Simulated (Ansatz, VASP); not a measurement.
# Cross-check of Zn2SeS between VASP and Ansatz, part 2 of 2

Aim: how closely do two programs agree when they are given the same cell, functional and k mesh? The cell is taken from a series of runs on this material, whose earlier steps may have relaxed, scaled, displaced or heated it; both programs get it as it stands.

VASP 6.6.1 and Ansatz 0.2.0.

So far: Set-up; VASP: zone-centre phonons, PBEsol with D4.

**3. Ansatz: zone-centre phonons, PBEsol with D4**

Level of this step: Ansatz beside VASP: Kohn-Sham DFT, plane waves, PBEsol with D4 (Ansatz).

Ansatz runs on its default PAW (the set named soft_2) files.

The same cell, functional and mesh now go to Ansatz, which takes its cutoff from its data sets.

Input file input.yaml:

```yaml
crystal:
  lattice:
    - [3.8613663565, 0.0, 0.0]
    - [0.0, 3.8613663565, 0.0]
    - [0.0, 0.0, 5.4597651981]
  atoms:
    - { symbol: Zn, position: [0.5, 0.0, 0.7635396942] }
    - { symbol: Zn, position: [0.0, 0.5, 0.2364603058] }
    - { symbol: Se, position: [0.0, 0.0, 0.5] }
    - { symbol: S, position: [0.5, 0.5, 0.0] }
kpoints:
  mp_grid: { grid: [8, 8, 6] }
hamiltonian:
  xc: pbesol
  dispersion: d4
scf:
  occupations: { method: fixed }
output:
  eigenvalues: true
phonons:
  method: dfpt
  dielectric: true
  rigid_motions: translations
```

Started as:

```bash
$ ansatz run input.yaml --threads 2 --pin off --max-ram 5120MiB --backend cpu --events-out ev --progress --plain --runs-dir out
```

Numbers of over 12 decimals in the logs are rounded to 6 here.

What it wrote:

```text
Engine: ansatz 0.2.0, x86_64-unknown-linux-gnu
Pseudopotentials: kind: paw
Pseudopotential: Zn, paw, valence charge 12, recommended cutoff 420 eV (normal), Zn.paw.azcp
Pseudopotential: Se, paw, valence charge 16, recommended cutoff 420 eV (normal), Se.paw.azcp
Pseudopotential: S, paw, valence charge 6, recommended cutoff 420 eV (normal), S.paw.azcp
Functional definition: PBEsol
  exchange = pbesol_x
  correlation = pbesol_c
Crystal: 4 atoms, lattice volume = 81.406 Å³
Basis set: ecut = 420 eV, 1611 PW (Γ), exchange–correlation on 54×54×80 points (8 copies of the dense FFT grid, shifted against one another)
Bands: 28, of which v1, the nominal top of the filled ones, is band 23 counted from 1 (22 counted from 0)
Symmetry: 8 space group operations
k-points: 196 of 384 (irreducible under 1 space group operation, time reversal used)
Non-local potential: Zn, projectors of the file, l = 0: 2, l = 1: 2, l = 2: 3, l = 3: 1
Non-local potential: Se, projectors of the file, l = 0: 2, l = 1: 2, l = 2: 3, l = 3: 1
Non-local potential: S, projectors of the file, l = 0: 2, l = 1: 2, l = 2: 2
PAW form: soft (Blöchl's): semilocal exchange-correlation on the pseudo side does not see the compensation charge
PAW frozen core: Zn, regenerated for the run's functional, and the local potential with it (the file was generated under x = pbe(κ = 0.804, μ = 0.219515), c = pbe(β = 0.066725))
PAW frozen core: Se, regenerated for the run's functional, and the local potential with it (the file was generated under x = pbe(κ = 0.804, μ = 0.219515), c = pbe(β = 0.066725))
PAW frozen core: S, regenerated for the run's functional, and the local potential with it (the file was generated under x = pbe(κ = 0.804, μ = 0.219515), c = pbe(β = 0.066725))
PAW one-centre angular grid: Zn, 590 points (default); XC on 64 Gauss nodes
PAW one-centre angular grid: Se, 590 points (default); XC on 64 Gauss nodes
PAW one-centre angular grid: S, 110 points (default); XC on 64 Gauss nodes
Initial density: superposition of atomic densities (neutral atoms: chi_scale 0, normalization atom), corrected by the library's trained network
Initial wavefunctions: pseudopotential atomic-orbital guess
Functional: x = pbesol(κ = 0.804, μ = 0.123457), c = pbesol(β = 0.046)
SCF iter   1: F=—  HF=-12874.605137 eV  |F-HF|=—  |Δ(HF+E_count)|=         —  Δρ=4.89e-3  dr2=2.16e-2  ethr=1.77e-3  ⟨swp⟩=4.7  Hψ=22133  notcnv=0  defer=576
preconditioner: auto → Resta (q_TF=auto, 2.481 Å⁻¹)  ε∞=6.0  [insulator: Δε(μ)=1.592 eV  Ē_g=11.006 eV  n_scr=20 (ndim 8)  ℏωp=24.7 eV  f_vac=0.059  ε∞_Penn≈6.0]
SCF iter   2: F=—  HF=-12874.598952 eV  |F-HF|=—  |Δ(HF+E_count)|=   6.19e-3  Δρ=1.76e-3  dr2=4.53e-3  ethr=4.71e-5  ⟨swp⟩=2.0  Hψ=10568  notcnv=0  defer=588
SCF iter   3: F=—  HF=-12874.598103 eV  |F-HF|=—  |Δ(HF+E_count)|=   8.49e-4  Δρ=1.37e-3  dr2=1.12e-3  ethr=9.84e-6  ⟨swp⟩=2.0  Hψ=9095  notcnv=0  defer=588
SCF iter   4: F=—  HF=-12874.597733 eV  |F-HF|=—  |Δ(HF+E_count)|=   3.70e-4  Δρ=3.83e-4  dr2=1.35e-4  ethr=2.43e-6  ⟨swp⟩=2.0  Hψ=8820  notcnv=0  defer=588
SCF iter   5: F=—  HF=-12874.597781 eV  |F-HF|=—  |Δ(HF+E_count)|=   4.84e-5  Δρ=1.04e-4  dr2=1.29e-5  ethr=2.94e-7  ⟨swp⟩=2.7  Hψ=8814  notcnv=0  defer=374
SCF iter   6: F=—  HF=-12874.597793 eV  |F-HF|=—  |Δ(HF+E_count)|=   1.19e-5  Δρ=3.83e-5  dr2=1.17e-6  ethr=2.81e-8  ⟨swp⟩=2.0  Hψ=8818  notcnv=0  defer=196
SCF iter   7: F=—  HF=-12874.597795 eV  |F-HF|=—  |Δ(HF+E_count)|=   1.24e-6  Δρ=9.36e-6  dr2=8.79e-8  ethr=2.55e-9  ⟨swp⟩=2.0  Hψ=9800  notcnv=0  defer=196
SCF iter   8: F=—  HF=-12874.597795 eV  |F-HF|=—  |Δ(HF+E_count)|=   8.39e-8  Δρ=4.28e-6  dr2=1.29e-8  ethr=1.91e-10  ⟨swp⟩=2.0  Hψ=9800  notcnv=0  defer=196
SCF iter   9: F=—  HF=-12874.597795 eV  |F-HF|=—  |Δ(HF+E_count)|=   1.44e-9  Δρ=7.28e-7  dr2=7.30e-10  ethr=2.80e-11  ⟨swp⟩=2.0  Hψ=9800  notcnv=0  defer=196
SCF iter  10: F=—  HF=-12874.597795 eV  |F-HF|=—  |Δ(HF+E_count)|=  6.98e-10  Δρ=3.54e-7  dr2=1.68e-10  ethr=1.00e-12  ⟨swp⟩=11.0  Hψ=36179  notcnv=0
SCF iter  11: F=-12874.597795 eV  HF=-12874.597795 eV  |F-HF|=3.64e-12  |Δ(HF+E_count)|=  9.09e-11  Δρ=7.47e-8  dr2=7.34e-12  ethr=1.00e-12  ⟨swp⟩=6.0  Hψ=27724  notcnv=0
SCF 1 converged in 11 iterations: F = -12874.597795 eV  dr2 = 7.34e-12
  greatest PAW one-centre occupation: 1.000 electrons in one spin orbital (limit 2), on the Se atom at site 2 (counted from 0), in its partial waves of l = 2
DFPT response loops at Γ: preconditioner auto → Resta (q_TF=auto, 2.481 Å⁻¹)  ε∞=6.1 (no band partly filled); β = 1.00, the filter's whole step (`scf.mixing.beta` (0.50) is not read by the response loops at its default; to damp them type it under 1.00, their step now; it binds the ground state too); Broyden in place of MSR1
── the response to a field inside a basis, on 14×14×10 k-points: an SCF that follows is theirs, and a resumed run solves both again ──
Bands: 24, of which v1, the nominal top of the filled ones, is band 23 counted from 1 (22 counted from 0)
k-points: 140 of 1960 (time reversal used)
Initial density: handed on by an earlier stage of this run
Initial wavefunctions: pseudopotential atomic-orbital guess (no wavefunctions were taken with the density)
Eigensolver: Dense (140 Hₖ)
SCF iter   1: F=—  HF=-12874.589016 eV  |F-HF|=—  |Δ(HF+E_count)|=         —  Δρ=2.12e-4  dr2=1.27e-5  ethr=1.00e-1
preconditioner: auto → Resta (q_TF=auto, 2.481 Å⁻¹)  ε∞=7.7  [insulator: Δε(μ)=1.923 eV  Ē_g=9.507 eV  n_scr=20 (ndim 8)  ℏωp=24.7 eV  f_vac=0.048  ε∞_Penn≈7.7]
SCF iter   2: F=—  HF=-12874.589018 eV  |F-HF|=—  |Δ(HF+E_count)|=   2.09e-6  Δρ=2.25e-4  dr2=1.95e-5  ethr=2.77e-8
SCF iter   3: F=—  HF=-12874.589019 eV  |F-HF|=—  |Δ(HF+E_count)|=   4.53e-7  Δρ=3.83e-5  dr2=3.71e-7  ethr=2.77e-8
SCF iter   4: F=—  HF=-12874.589016 eV  |F-HF|=—  |Δ(HF+E_count)|=   2.69e-6  Δρ=8.66e-6  dr2=2.74e-8  ethr=8.06e-10
SCF iter   5: F=-12874.589016 eV  HF=-12874.589016 eV  |F-HF|=1.80e-8  |Δ(HF+E_count)|=   1.19e-7  Δρ=5.13e-6  dr2=6.72e-9  ethr=5.97e-11
SCF 1 converged in 5 iterations: F = -12874.589016 eV  dr2 = 6.72e-9
DFPT response loops at Γ: preconditioner auto → Resta (q_TF=auto, 2.481 Å⁻¹)  ε∞=5.6 (no band partly filled); β = 1.00, the filter's whole step (`scf.mixing.beta` (0.50) is not read by the response loops at its default; to damp them type it under 1.00, their step now; it binds the ground state too); Broyden in place of MSR1
WARN: field response: ε∞ stands inside a basis, on 14×14×10 points; the force constants stand on the 8×8×6 k-mesh, whose period is 10.38 times the interband length at k = (0.0000, 0.0000, 0.0000), direct gap 1.624 eV, under 14: take them and everything formed from them as unconverged, and compare with a denser kpoints.mp_grid
SCF converged after 11 iterations
Free energy (F): -12874.597795 eV
Harris-Foulkes:  -12874.597795 eV  (|F-HF|=3.64e-12)
Internal energy: -12874.597795 eV  (E = F + TS)
E sigma→0 (E₀):  -12874.597795 eV
Fermi energy:    6.829254 eV
--- Per-component energies (eV) ---
  E_band       = -364.161816
  E_kinetic    = 490.000255
  E_local      = -6508.930571  (includes V_loc(G=0)·N_el)
  E_nonlocal   = 666.021897
  E_hartree    = 2929.401304
  E_xc         = -471.889368
  E_vxc        = -291.939497  (∫ρ·V_xc dr)
  E_paw        = -6033.192693  (= ΣΔE_a)
  E_vpaw       = -578.115215  (= ΣTr[D̂ρ^β])
  E_aug_tail   = -0.001306  (compensation charges beyond the density's cutoff)
  E_ewald      = -3947.924480
  E_disp       = -0.747941  (pairwise vdW)
  E_core_change = 2.665110  (= ΣΔE_core)
  E_smearing   = -0.000000  (= −TS)
  E_closure    = -0.000000  (closes the sum)
  Σ components = -12874.597795   (vs F -12874.597795, Δ=0.00e0)
--- Band table (eV; the first three rows and the last of 196) ---
  k-point 0: bands = [... 19 lower, 4.3495, 6.7622, 6.8293, 6.8293, 8.4535, 9.7630, 10.3955, 12.7700, ... 1 higher]
  k-point 1: bands = [... 19 lower, 4.4708, 6.0737, 6.6202, 6.6202, 9.1775, 9.9231, 10.5285, 12.4235, ... 1 higher]
  k-point 2: bands = [... 19 lower, 4.7943, 4.9993, 6.1389, 6.1389, 10.0794, 10.5461, 10.8303, 11.6900, ... 1 higher]
  k-point 195: bands = [... 19 lower, 3.7160, 3.8425, 3.8425, 3.9171, 12.1792, 12.2741, 12.6661, 12.6661, ... 1 higher]
--- Phonons (Γ-DFPT): 7 representative perturbations + reference, on 196 of 384 k-points (Σ response iterations 26) ---
  k mesh reduced under 1 symmetry operation, with k and −k counted as one. Each operation leaves every solved perturbation unchanged. A smaller set is not considered because the run solves the response to a homogeneous field
  ASR residual: 4.308e-5 → 0.000e0 eV/Å²; symmetrization residual: 4.331e-5 eV/Å²
  pairwise dispersion correction: d4 (s6 = 1.0, s8 = 1.71885698, s9 = 1.0, a1 = 0.47901421, a2_bohr = 5.96771589), with the weights of each atom's references fixed at the reference crystal's, and the forces and stress that the weights' published response gives there kept as a pressure on the atom's counted neighbours (hamiltonian.dispersion)
  ASR residual per site (eV/Å²): 4.31e-5 4.31e-5 1.87e-5 4.08e-5
  Γ frequencies (cm⁻¹): 0.00 0.00 0.00 76.40 76.40 209.32 218.82 224.79 224.79 293.25 295.31 295.31
  ε∞ (high-frequency dielectric tensor):
        6.712993     0.000000     0.000000
        0.000000     6.712993     0.000000
        0.000000     0.000000     6.705042
  ε⁰ (static dielectric tensor: ions relaxed, cell fixed):
        9.452243    -0.000000    -0.000000
       -0.000000     9.452243     0.000000
       -0.000000     0.000000     9.444553
  ε⁰ − ε∞ (ionic part):
        2.739250    -0.000000    -0.000000
       -0.000000     2.739250     0.000000
       -0.000000     0.000000     2.739511
  softest optical mode at Γ: 76.40 cm⁻¹; the repairs (sum rule, projections) moved no ω² at Γ by more than (2.18 cm⁻¹)²
  Born effective charges Z* (e; rows j = field, columns β = displacement):
    site 0:
         1.97194    0.00000    0.00000
         0.00000    1.94360    0.00000
         0.00000    0.00000    1.96648
    site 1:
         1.94360    0.00000    0.00000
         0.00000    1.97194    0.00000
         0.00000    0.00000    1.96648
    site 2:
        -1.78748    0.00000   -0.00000
         0.00000   -1.78748    0.00000
        -0.00000    0.00000   -1.91812
    site 3:
        -2.12806    0.00000   -0.00000
         0.00000   -2.12806    0.00000
        -0.00000    0.00000   -2.01485
  Z* charge neutrality: 2.072e-3 e pre-enforcement
  solved inside a basis spanned on kpoints, on 14×14×10 k-points: ε∞ is read to err by 3.3e-2, Z* by 1.8e-2 e (field_mesh: kpoints solves on kpoints); Z* is corrected for what the basis lacks
  optical modes at Γ without the LO–TO term, one row a degenerate level:
      ω (cm⁻¹)  modes    IR ((D/Å)²/amu)
         76.40      2             0.0000
        209.32      1             0.0000
        218.82      1             2.8476
[...]
optical modes at Γ + LO–TO along q̂ = [1.0000, 0.0000, 0.0000]:
      ω (cm⁻¹)  modes    IR ((D/Å)²/amu)
[...]
optical modes at Γ + LO–TO along q̂ = [0.0000, 1.0000, 0.0000]:
      ω (cm⁻¹)  modes    IR ((D/Å)²/amu)
[...]
295.31      1             3.8384
        326.00      1             5.6860
  optical modes at Γ + LO–TO along q̂ = [0.0000, 0.0000, 1.0000]:
      ω (cm⁻¹)  modes    IR ((D/Å)²/amu)
         76.40      2             0.0000
        209.32      1             0.0000
        224.79      2             6.1181
        235.22      1             1.1808
        295.31      2             7.6768
        323.78      1             5.5445
```

**4. Comparison**

Known differences besides the potentials themselves: fixed occupations in Ansatz, narrow Gaussian smearing in VASP; the data sets hold 46 valence electrons in Ansatz (on its default PAW (the set named soft_2) files) and 36 in VASP; the cutoff is 420 eV in Ansatz and 500 eV in VASP; Ansatz makes its cores anew for this functional, VASP keeps those of its PBE data sets; Ansatz takes the dispersion share of the force constants at frozen C6 weights, VASP differentiates the full forces; VASP uses finite displacements, Ansatz perturbation theory. Total energies have different zeros and are not compared.

The two programs side by side:

| quantity | Ansatz | VASP | difference |
| --- | --- | --- | --- |
| optical mode 1 to 2 (cm⁻¹) | 76.4 | 72.8 | +4.93 % |
| optical mode 3 (cm⁻¹) | 209.3 | 209.5 | -0.07 % |
| optical mode 4 (cm⁻¹) | 218.8 | 219.8 | -0.45 % |
| optical mode 5 to 6 (cm⁻¹) | 224.8 | 225.9 | -0.51 % |
| optical mode 7 (cm⁻¹) | 293.2 | 293.8 | -0.17 % |
| optical mode 8 to 9 (cm⁻¹) | 295.3 | 295.9 | -0.19 % |

Modes are paired by rising frequency, not by their patterns, so a pair may set unlike modes beside each other; they are those without the splitting of longitudinal modes.

**5. Summary of results**

```json
{
 "r.m.s. difference of the optical zone-centre modes, each program's sorted by frequency (zone-centre phonons, PBEsol with D4)": "1.8 cm⁻¹",
 "difference in optical mode 1 to 2 (zone-centre phonons, PBEsol with D4)": "+4.9 %"
}
```

The r.m.s. difference of the optical zone-centre modes, each program's sorted by frequency is 1.8 cm⁻¹ (zone-centre phonons, PBEsol with D4). The data sets hold unlike numbers of valence electrons (46 in Ansatz and 36 in VASP), so part of the differences comes from the potentials. Among the rows given in per cent, the largest difference of the zone-centre phonons, PBEsol with D4 pair is in optical mode 1 to 2, +4.9 %. Such differences can come from data sets, numerical settings and the points named under the comparisons, not from the functional's error against experiment.

[Lines on the potential files, build, host, timing and source positions are cut from VASP's logs without a mark.]

[Logs are printed without paths, hosts, clocks, repeated set-up lines and the standing remarks that a program may print on its own settings, such as how far it seeks lower states.]

[Hosts, paths, dates, database ids (printed as entryN), source tags and the programs' standing remarks are cut or masked in the printed files.]
